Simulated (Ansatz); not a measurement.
**ZrSiO4 with one O vacancy: vacancy hop, part 1 of 2**

Wanted: the energy profile along the vacancy hop, from relaxed end points and a band of images. Host space group I4_1/amd.

Method: DFT PBEsol, plane waves, PAW, scalar-relativistic, no spin polarisation, in Ansatz 0.2.0.

## 1. Starting point

The cell holds 23 atoms (O15Si4Zr4): a = 6.604 Å, b = 6.604 Å, c = 5.980 Å, α = 90.00°, β = 90.00°, γ = 90.00°.

Structure file:

```xyz
23
Lattice="6.6042 0.0000 0.0000 0.0000 6.6042 0.0000 0.0000 0.0000 5.9796" Properties=species:S:1:pos:R:3 pbc="T T T"
Zr    0.0286    3.3357    1.4526
Zr   -0.0141   -0.0234    0.0288
Si   -0.0247   -0.0165    2.9430
Si    3.2736    0.0233    1.5353
O     3.2917    2.1065    4.9358
O     0.0097    1.1932    1.9147
O     2.1135    0.0062    0.3653
O     3.2658    1.1700    2.5848
O     1.1987    0.0159    4.0628
O     3.2888    5.3829    2.6209
O     2.0834    3.2974    1.0671
Zr    3.3183   -0.0023    4.5186
Zr    3.2883    3.3280    2.9733
Si    3.2820    3.3306   -0.0723
Si    0.0241    3.3249    4.5004
O    -0.0063    5.3533    1.8903
O     1.1929    3.2696    3.4293
O     3.2823    4.5519    4.8684
O     5.3794    3.3330    3.4295
O     0.0341    4.4691    5.5645
O     4.5621    3.3457    1.0697
O     0.0259    2.1187    5.5276
O     5.3681    0.0260    4.0078
```

## 2. End point A

Input file input.yaml:

```yaml
crystal:
  lattice:
    - [6.6042, 0.0, 0.0]
    - [0.0, 6.6042, 0.0]
    - [0.0, 0.0, 5.9796]
  atoms:
    - { symbol: Zr, position: [0.0043245, 0.5050859, 0.2429342] }
    - { symbol: Zr, position: [-0.0021379, -0.0035386, 0.0048152] }
    - { symbol: Si, position: [-0.0037444, -0.0024921, 0.4921808] }
    - { symbol: Si, position: [0.495677, 0.0035251, 0.2567506] }
    - { symbol: O, position: [0.4984323, 0.3189626, 0.8254426] }
    - { symbol: O, position: [0.0014728, 0.1806751, 0.3201988] }
    - { symbol: O, position: [0.3200171, 0.0009429, 0.0610887] }
    - { symbol: O, position: [0.4945013, 0.1771643, 0.4322674] }
    - { symbol: O, position: [0.1815083, 0.0024053, 0.6794506] }
    - { symbol: O, position: [0.4979924, 0.8150782, 0.4383007] }
    - { symbol: O, position: [0.3154601, 0.4992903, 0.1784617] }
    - { symbol: Zr, position: [0.5024545, -0.0003511, 0.7556643] }
    - { symbol: Zr, position: [0.4979098, 0.5039167, 0.4972342] }
    - { symbol: Si, position: [0.4969541, 0.5043225, -0.0120927] }
    - { symbol: Si, position: [0.0036484, 0.5034548, 0.7526233] }
    - { symbol: O, position: [-0.0009548, 0.8105954, 0.3161249] }
    - { symbol: O, position: [0.1806254, 0.4950849, 0.5734967] }
    - { symbol: O, position: [0.4969959, 0.689247, 0.8141614] }
    - { symbol: O, position: [0.8145354, 0.5046767, 0.5735294] }
    - { symbol: O, position: [0.0051598, 0.6766994, 0.9305817] }
    - { symbol: O, position: [0.6907882, 0.5065993, 0.1788997] }
    - { symbol: O, position: [0.0039278, 0.3208123, 0.9244057] }
    - { symbol: O, position: [0.8128375, 0.003944, 0.6702501] }
basis:
  ecutwfc: 420.0
kpoints:
  mp_grid: { grid: [2, 2, 2] }
hamiltonian:
  xc: pbesol
  pseudopotentials: { kind: paw, azcp: { folder: soft_1 } }
scf:
  occupations: { method: gaussian, width: 0.02 }
  lower_state_search: "off"
relax:
  f_tol: 0.03
  max_steps: 60
  adjacent_minimum: "off"
```

Command:

```bash
$ ansatz run input.yaml --threads 2 --pin off --max-ram 5120MiB --backend cpu --events-out ev --progress --plain --runs-dir out
```

Log, cut to the lines that bear on the results:

```text
Warning: <dir> the record states the generating functional pbe (its physics header spells it `PBE`), which answers neither for hamiltonian.xc's functional nor for the pbesol family's — results may be inconsistent (PPs are generated against a specific XC)
[...]
Warning: RAYON_NUM_THREADS=2 ignored (pool sized by the plan → 2); use --threads N
[...]
Pseudopotentials: kind: paw
Pseudopotential: Zr, paw, valence charge 12, recommended cutoff 420 eV (normal), <dir>
Pseudopotential: Si, paw, valence charge 4, recommended cutoff 420 eV (normal), <dir>
Pseudopotential: O, paw, valence charge 6, recommended cutoff 420 eV (normal), <dir>
Functional definition: PBEsol
[...]
Crystal: 23 atoms, lattice volume = 260.803 Å³
Basis set: ecut = 420 eV, 5067 PW (Γ), exchange–correlation on 90×90×80 points (8 copies of the dense FFT grid, shifted against one another)
Bands: 100, of which v1, the nominal top of the filled ones, is band 77 counted from 1 (76 counted from 0)
Symmetry: 1 space group operations
Space group: P1 (ITA 1), of the structure as read, at distance tolerance 6.4e-5 Å
k-points: 8
[...]
SCF iter   1: F=—  HF=-27450.183976 eV  |F-HF|=—  |Δ(HF+E_count)|=         —  Δρ=7.58e-2  dr2=1.92e1  ethr=3.10e-3  ⟨swp⟩=6.0  Hψ=3160  notcnv=0  defer=41
[...]
relax step   1: F+E_penalty+E_count = -27445.21892061 eV  Δ(F+E_penalty+E_count) = +0.000e0 eV  max|allowed force component| = 3.678e0 eV/Å  Δτ_max = 0.0000 Å  (7 SCF iters, dr2 threshold 2.25e-5 eV, accepted)
[...]
relax step   2: F+E_penalty+E_count = -27446.20869098 eV  Δ(F+E_penalty+E_count) = -9.898e-1 eV  max|allowed force component| = 2.333e0 eV/Å  Δτ_max = 0.1998 Å  (7 SCF iters, dr2 threshold 1.00e-4 eV, accepted)
[...]
SCF iter   6: F=-27446.563379 eV  HF=-27446.563384 eV  |F-HF|=5.20e-6  |Δ(HF+E_count)|=   2.28e-6  Δρ=6.54e-5  dr2=9.81e-6  ethr=2.30e-8  ⟨swp⟩=4.0  Hψ=2420  notcnv=0
[...]
```

## 3. More of the same log: end point A relaxed

Output, continued, cut to the lines that bear on the results:

```text
relax step   3: F+E_penalty+E_count = -27446.56337859 eV  Δ(F+E_penalty+E_count) = -3.547e-1 eV  max|allowed force component| = 6.218e-1 eV/Å  Δτ_max = 0.0762 Å  (6 SCF iters, dr2 threshold 1.00e-4 eV, accepted)
[...]
relax step   5: F+E_penalty+E_count = -27446.61020325 eV  Δ(F+E_penalty+E_count) = -3.751e-3 eV  max|allowed force component| = 4.295e-2 eV/Å  Δτ_max = 0.0196 Å  (5 SCF iters, dr2 threshold 2.31e-6 eV, accepted)
[...]
relax step   6: F+E_penalty+E_count = -27446.61052882 eV  Δ(F+E_penalty+E_count) = -3.256e-4 eV  max|allowed force component| = 7.835e-3 eV/Å  Δτ_max = 0.0040 Å  (5 SCF iters, accepted)
SCF converged after 5 iterations
Free energy (F): -27446.610529 eV
[...]
E sigma→0 (E₀):  -27446.610529 eV
Fermi energy:    10.866616 eV
[...]
--- Forces (eV/Å), atoms counted from 1 ---
  atom   1  Zr     0.00111001    -0.00053879     0.00143810
[...]
    - { symbol: Zr, position: [0.5001567531363025, 0.5007006726358207, 0.4956867410148256] }
    - { symbol: Si, position: [0.4983861181281872, 0.5006965671069588, -0.0027126063387126285] }
    - { symbol: Si, position: [-0.0008888824701872386, 0.500700381016439, 0.7518674342987058] }
    - { symbol: O, position: [-0.010099817997202911, 0.8171237351539998, 0.3223538172293313] }
    - { symbol: O, position: [0.1836576101483395, 0.5007043838245585, 0.5702641686490744] }
    - { symbol: O, position: [0.499963499289807, 0.6864916735203918, 0.817208789048035] }
    - { symbol: O, position: [0.8151034150483881, 0.5006716049768604, 0.5703961857410272] }
    - { symbol: O, position: [-0.0018543916686313492, 0.6860364588847081, 0.9332025784900486] }
    - { symbol: O, position: [0.6840167531712525, 0.5006863381899539, 0.17761207733222323] }
    - { symbol: O, position: [-0.001820424515358448, 0.31537016349959096, 0.9332125895974962] }
    - { symbol: O, position: [0.8119912985137804, 0.0007154865926650448, 0.6981022777197835] }
```

It took 23 s on 2 threads of Arm Neoverse V2, shared host; peak memory 0.66 GiB.

Relaxation path:

| step | energy from step 1 (eV/cell) | largest force component (eV/Å) |
| --- | --- | --- |
| 1 | 0.0000 | 3.6775 |
| 2 | -0.9898 | 2.3332 |
| 3 | -1.3445 | 0.6218 |
| 4 | -1.3875 | 0.1804 |
| 5 | -1.3913 | 0.0430 |
| 6 | -1.3916 | 0.0078 |

Step 1 is the start.

Largest move: Si4, 0.29 Å.

## 4. End point B

The second end starts from a geometry with the move made by hand.

Input file input.yaml:

```yaml
crystal:
  lattice:
    - [6.6042, 0.0, 0.0]
    - [0.0, 6.6042, 0.0]
    - [0.0, 0.0, 5.9796]
  atoms:
    - { symbol: Zr, position: [0.0, 0.5, 0.25] }
    - { symbol: Zr, position: [0.0, 0.0, 0.0] }
    - { symbol: Si, position: [0.0, 0.0, 0.5] }
    - { symbol: Si, position: [0.5, 0.0, 0.25] }
    - { symbol: O, position: [0.5, 0.316, 0.8201] }
    - { symbol: O, position: [0.0, 0.184, 0.3201] }
    - { symbol: O, position: [0.684, 0.0, 0.0701] }
    - { symbol: O, position: [0.5, 0.184, 0.4299] }
    - { symbol: O, position: [0.184, 0.0, 0.6799] }
    - { symbol: O, position: [0.5, 0.816, 0.4299] }
    - { symbol: O, position: [0.316, 0.5, 0.1799] }
    - { symbol: Zr, position: [0.5, 0.0, 0.75] }
    - { symbol: Zr, position: [0.5, 0.5, 0.5] }
    - { symbol: Si, position: [0.5, 0.5, 0.0] }
    - { symbol: Si, position: [0.0, 0.5, 0.75] }
    - { symbol: O, position: [0.0, 0.816, 0.3201] }
    - { symbol: O, position: [0.184, 0.5, 0.5701] }
    - { symbol: O, position: [0.5, 0.684, 0.8201] }
    - { symbol: O, position: [0.816, 0.5, 0.5701] }
    - { symbol: O, position: [0.0, 0.684, 0.9299] }
    - { symbol: O, position: [0.684, 0.5, 0.1799] }
    - { symbol: O, position: [0.0, 0.316, 0.9299] }
    - { symbol: O, position: [0.816, 0.0, 0.6799] }
basis:
  ecutwfc: 420.0
kpoints:
  mp_grid: { grid: [2, 2, 2] }
hamiltonian:
  xc: pbesol
  pseudopotentials: { kind: paw, azcp: { folder: soft_1 } }
scf:
  occupations: { method: gaussian, width: 0.02 }
  lower_state_search: "off"
relax:
  f_tol: 0.03
  max_steps: 60
  adjacent_minimum: "off"
```

Command:

```bash
$ ansatz run input.yaml --threads 2 --pin off --max-ram 5120MiB --backend cpu --events-out ev --progress --plain --runs-dir out
```

Log, cut to the lines that bear on the results:

```text
Warning: <dir> the record states the generating functional pbe (its physics header spells it `PBE`), which answers neither for hamiltonian.xc's functional nor for the pbesol family's — results may be inconsistent (PPs are generated against a specific XC)
[...]
Warning: RAYON_NUM_THREADS=2 ignored (pool sized by the plan → 2); use --threads N
[...]
[... 5 set-up lines as earlier in the session ...]
[...]
Crystal: 23 atoms, lattice volume = 260.803 Å³
Basis set: ecut = 420 eV, 5067 PW (Γ), exchange–correlation on 90×90×80 points (8 copies of the dense FFT grid, shifted against one another)
Bands: 100, of which v1, the nominal top of the filled ones, is band 77 counted from 1 (76 counted from 0)
Symmetry: 2 space group operations
Space group: Pm (ITA 6), of the structure as read, at distance tolerance 6.4e-5 Å
k-points: 8
[...]
SCF iter   1: F=—  HF=-27451.099107 eV  |F-HF|=—  |Δ(HF+E_count)|=         —  Δρ=7.46e-2  dr2=1.91e1  ethr=3.10e-3  ⟨swp⟩=6.0  Hψ=3133  notcnv=0  defer=48
[...]
relax step   1: F+E_penalty+E_count = -27446.19385570 eV  Δ(F+E_penalty+E_count) = +0.000e0 eV  max|allowed force component| = 2.296e0 eV/Å  Δτ_max = 0.0000 Å  (7 SCF iters, dr2 threshold 2.25e-5 eV, accepted)
[...]
relax step   2: F+E_penalty+E_count = -27446.47002336 eV  Δ(F+E_penalty+E_count) = -2.762e-1 eV  max|allowed force component| = 1.409e0 eV/Å  Δτ_max = 0.1841 Å  (6 SCF iters, dr2 threshold 1.00e-4 eV, accepted)
[...]
relax step   3: F+E_penalty+E_count = -27446.58776365 eV  Δ(F+E_penalty+E_count) = -1.177e-1 eV  max|allowed force component| = 3.841e-1 eV/Å  Δτ_max = 0.0558 Å  (5 SCF iters, dr2 threshold 1.00e-4 eV, accepted)
[...]
SCF iter   3: F=—  HF=-27446.604585 eV  |F-HF|=—  |Δ(HF+E_count)|=   4.02e-4  Δρ=3.47e-4  dr2=2.73e-4  ethr=1.03e-6  ⟨swp⟩=2.0  Hψ=1175  notcnv=0  defer=135
```

## 5. The log goes on: end point B relaxed

The log, continued:

```text
SCF iter   4: F=—  HF=-27446.604527 eV  |F-HF|=—  |Δ(HF+E_count)|=   5.78e-5  Δρ=7.66e-5  dr2=1.71e-5  ethr=1.77e-7  ⟨swp⟩=2.0  Hψ=1115  notcnv=0  defer=135
SCF iter   5: F=-27446.604525 eV  HF=-27446.604526 eV  |F-HF|=7.31e-7  |Δ(HF+E_count)|=   1.16e-6  Δρ=2.68e-5  dr2=1.78e-6  ethr=7.11e-9  ⟨swp⟩=4.0  Hψ=2628  notcnv=0
SCF 4 converged in 5 iterations: F = -27446.604525 eV  dr2 = 1.78e-6
relax step   4: F+E_penalty+E_count = -27446.60452508 eV  Δ(F+E_penalty+E_count) = -1.676e-2 eV  max|allowed force component| = 2.309e-1 eV/Å  Δτ_max = 0.0236 Å  (5 SCF iters, dr2 threshold 1.10e-5 eV, accepted)
SCF iter   1: F=—  HF=-27446.611960 eV  |F-HF|=—  |Δ(HF+E_count)|=         —  Δρ=1.45e-3  dr2=5.85e-3  ethr=3.48e-5  ⟨swp⟩=3.5  Hψ=1625  notcnv=0  defer=137
preconditioner: auto → Resta (q_TF=auto, 2.499 Å⁻¹)  ε∞=4.9  [insulator: Δε(μ)=2.376 eV  Ē_g=12.839 eV  σ=0.020 eV  W_gap=1.00  n_scr=80 (ndim 8)  ℏωp=25.4 eV  f_vac=0.002  D(μ)=0.00/eV (n_scr^D=0)  ε∞_Penn≈4.9]
SCF iter   2: F=—  HF=-27446.610541 eV  |F-HF|=—  |Δ(HF+E_count)|=   1.42e-3  Δρ=7.20e-4  dr2=1.37e-3  ethr=3.80e-6  ⟨swp⟩=1.9  Hψ=1095  notcnv=0  defer=137
SCF iter   3: F=—  HF=-27446.609894 eV  |F-HF|=—  |Δ(HF+E_count)|=   6.46e-4  Δρ=2.83e-4  dr2=1.70e-4  ethr=8.92e-7  ⟨swp⟩=2.0  Hψ=1233  notcnv=0  defer=137
SCF iter   4: F=—  HF=-27446.609859 eV  |F-HF|=—  |Δ(HF+E_count)|=   3.50e-5  Δρ=6.64e-5  dr2=9.24e-6  ethr=1.10e-7  ⟨swp⟩=2.0  Hψ=1120  notcnv=0  defer=137
SCF iter   5: F=-27446.609859 eV  HF=-27446.609859 eV  |F-HF|=1.52e-7  |Δ(HF+E_count)|=   4.66e-7  Δρ=1.72e-5  dr2=7.21e-7  ethr=2.57e-9  ⟨swp⟩=4.0  Hψ=2680  notcnv=0
SCF 5 converged in 5 iterations: F = -27446.609859 eV  dr2 = 7.21e-7
relax step   5: F+E_penalty+E_count = -27446.60985866 eV  Δ(F+E_penalty+E_count) = -5.334e-3 eV  max|allowed force component| = 4.660e-2 eV/Å  Δτ_max = 0.0236 Å  (5 SCF iters, dr2 threshold 3.96e-6 eV, accepted)
SCF iter   1: F=—  HF=-27446.610863 eV  |F-HF|=—  |Δ(HF+E_count)|=         —  Δρ=5.95e-4  dr2=4.76e-4  ethr=7.61e-6  ⟨swp⟩=2.9  Hψ=1530  notcnv=0  defer=137
preconditioner: auto → Resta (q_TF=auto, 2.499 Å⁻¹)  ε∞=4.9  [insulator: Δε(μ)=2.381 eV  Ē_g=12.839 eV  σ=0.020 eV  W_gap=1.00  n_scr=80 (ndim 8)  ℏωp=25.4 eV  f_vac=0.002  D(μ)=0.00/eV (n_scr^D=0)  ε∞_Penn≈4.9]
SCF iter   2: F=—  HF=-27446.610791 eV  |F-HF|=—  |Δ(HF+E_count)|=   7.17e-5  Δρ=3.16e-4  dr2=1.31e-4  ethr=3.09e-7  ⟨swp⟩=1.2  Hψ=922  notcnv=0  defer=137
SCF iter   3: F=—  HF=-27446.610770 eV  |F-HF|=—  |Δ(HF+E_count)|=   2.05e-5  Δρ=1.22e-4  dr2=2.90e-5  ethr=8.53e-8  ⟨swp⟩=2.0  Hψ=1237  notcnv=0  defer=137
SCF iter   4: F=—  HF=-27446.610504 eV  |F-HF|=—  |Δ(HF+E_count)|=   2.66e-4  Δρ=2.27e-5  dr2=1.01e-6  ethr=1.88e-8  ⟨swp⟩=2.0  Hψ=1137  notcnv=0  defer=137
SCF iter   5: F=—  HF=-27446.610504 eV  |F-HF|=—  |Δ(HF+E_count)|=   9.72e-8  Δρ=6.49e-6  dr2=1.00e-7  ethr=6.53e-10  ⟨swp⟩=2.0  Hψ=1236  notcnv=0  defer=137
SCF iter   6: F=-27446.610504 eV  HF=-27446.610504 eV  |F-HF|=2.04e-8  |Δ(HF+E_count)|=   1.70e-8  Δρ=3.96e-6  dr2=3.49e-8  ethr=6.49e-11  ⟨swp⟩=4.0  Hψ=2466  notcnv=0
SCF 6 converged in 6 iterations: F = -27446.610504 eV  dr2 = 3.49e-8
relax step   6: F+E_penalty+E_count = -27446.61050400 eV  Δ(F+E_penalty+E_count) = -6.453e-4 eV  max|allowed force component| = 1.449e-2 eV/Å  Δτ_max = 0.0059 Å  (6 SCF iters, accepted)
SCF converged after 6 iterations
Free energy (F): -27446.610504 eV
Harris-Foulkes:  -27446.610504 eV  (|F-HF|=2.04e-8)
Internal energy: -27446.610504 eV  (E = F + TS)
E sigma→0 (E₀):  -27446.610504 eV
Fermi energy:    10.866203 eV
--- Per-component energies (eV) ---
  E_band       = -583.380854
  E_kinetic    = 3987.345909
  E_local      = -8427.505207  (includes V_loc(G=0)·N_el)
  E_nonlocal   = 1170.620042
  E_hartree    = 3011.477733
  E_xc         = -1909.456572
  E_vxc        = -2295.616620  (∫ρ·V_xc dr)
  E_paw        = -15987.548732  (= ΣΔE_a)
  E_vpaw       = -1041.188908  (= ΣTr[D̂ρ^β])
  E_aug_tail   = 0.011732  (compensation charges beyond the density's cutoff)
  E_ewald      = -9292.873854
  E_core_change = 1.318445  (= ΣΔE_core)
  E_smearing   = -0.000000  (= −TS)
  E_closure    = 0.000000  (closes the sum)
  Σ components = -27446.610504   (vs F -27446.610504, Δ=0.00e0)
--- Forces (eV/Å), atoms counted from 1 ---
  atom   1  Zr    -0.00521993     0.00000000     0.00560511
  atom   2  Zr     0.00053880     0.00000000     0.01448895
  atom   3  Si    -0.00548278     0.00000000    -0.00152513
  atom   4  Si     0.00135181     0.00000000    -0.00796263
  atom   5  O     -0.00035023    -0.00366180     0.00219960
  atom   6  O     -0.00138621     0.00114549    -0.00037171
  atom   7  O      0.00740951     0.00000000    -0.00338698
  atom   8  O     -0.00164421    -0.00164930    -0.00312524
  atom   9  O      0.00487660     0.00000000     0.00548734
  atom  10  O     -0.00164421     0.00164930    -0.00312524
  atom  11  O      0.00495839     0.00000000    -0.00357209
  atom  12  Zr    -0.01059670     0.00000000    -0.00295062
  atom  13  Zr    -0.00269034     0.00000000     0.00052193
  atom  14  Si    -0.00305613     0.00000000     0.00224025
  atom  15  Si    -0.00260554     0.00000000    -0.00188616
  atom  16  O     -0.00138621    -0.00114549    -0.00037171
  atom  17  O      0.00293367     0.00000000    -0.00031758
  atom  18  O     -0.00035023     0.00366180     0.00219960
  atom  19  O      0.00381277     0.00000000     0.00078219
  atom  20  O      0.00259296    -0.00232065     0.00023877
  atom  21  O      0.00368465     0.00000000     0.00091131
  atom  22  O      0.00259296     0.00232065     0.00023877
  atom  23  O      0.00174330     0.00000000    -0.00637268
  max |Σ_I F_I| component: 8.27e-5 eV/Å
--- Relaxed structure (6 steps of the walk, 6 accepted, 0 SCFs on fresh bases) ---
  F+E_penalty+E_count = -27446.61050400 eV   max|allowed force component| = 1.449e-2 eV/Å
  atoms:
    - { symbol: Zr, position: [0.0012766960285834012, 0.5, 0.2529844799525249] }
    - { symbol: Zr, position: [-0.006887370048158865, -1.1420423340461914e-20, 0.007360447031915026] }
    - { symbol: Si, position: [0.010057387191147241, -1.1420423340461914e-20, 0.5065437578296166] }
    - { symbol: Si, position: [0.4692419778747251, -1.1420423340461914e-20, 0.22884615460912786] }
    - { symbol: O, position: [0.4997366487524208, 0.31423991018676434, 0.8182077805109896] }
    - { symbol: O, position: [0.00981154885050395, 0.1835726398202363, 0.3232942220745578] }
    - { symbol: O, position: [0.6793633021054363, -1.1420423340461914e-20, 0.06826545172529304] }
    - { symbol: O, position: [0.4945683748957564, 0.18370144239864233, 0.42407781961751] }
    - { symbol: O, position: [0.1877460216103098, -1.1420423340461914e-20, 0.6990229861805423] }
    - { symbol: O, position: [0.4945683748957564, 0.8162985576013574, 0.42407781961751] }
    - { symbol: O, position: [0.3155580589911832, 0.5, 0.17859065710495767] }
    - { symbol: Zr, position: [0.5073488170806937, -1.1420423340461914e-20, 0.7383613331955574] }
    - { symbol: Zr, position: [0.49949074387013015, 0.5, 0.49671103599679006] }
    - { symbol: Si, position: [0.5012490948159264, 0.5, -0.0016975460314093327] }
    - { symbol: Si, position: [0.0004672926134333795, 0.5, 0.7528160055300636] }
    - { symbol: O, position: [0.00981154885050395, 0.8164273601797637, 0.3232942220745578] }
    - { symbol: O, position: [0.18451030777216282, 0.5, 0.5714060828416597] }
    - { symbol: O, position: [0.4997366487524208, 0.6857600898132357, 0.8182077805109896] }
    - { symbol: O, position: [0.8159624118683692, 0.5, 0.5711573529028358] }
    - { symbol: O, position: [0.0013038905338175184, 0.6853418667378708, 0.9341397181847958] }
    - { symbol: O, position: [0.6865880424290681, 0.5, 0.1792195446335051] }
    - { symbol: O, position: [0.0013038905338175184, 0.3146581332621292, 0.9341397181847958] }
    - { symbol: O, position: [0.8211862897319926, -1.1420423340461914e-20, 0.6808731757213138] }
```

Wall time 21 s (2 threads of Arm Neoverse V2, shared host); peak memory 0.66 GiB.

The steps of the relaxation:

| step | energy from step 1 (eV/cell) | largest force component (eV/Å) |
| --- | --- | --- |
| 1 | 0.0000 | 2.2964 |
| 2 | -0.2762 | 1.4095 |
| 3 | -0.3939 | 0.3841 |
| 4 | -0.4107 | 0.2309 |
| 5 | -0.4160 | 0.0466 |
| 6 | -0.4166 | 0.0145 |

Step 1 is the start.

The atom that moved most is Si4, by 0.24 Å.

(Continued in part 2 of 2.)
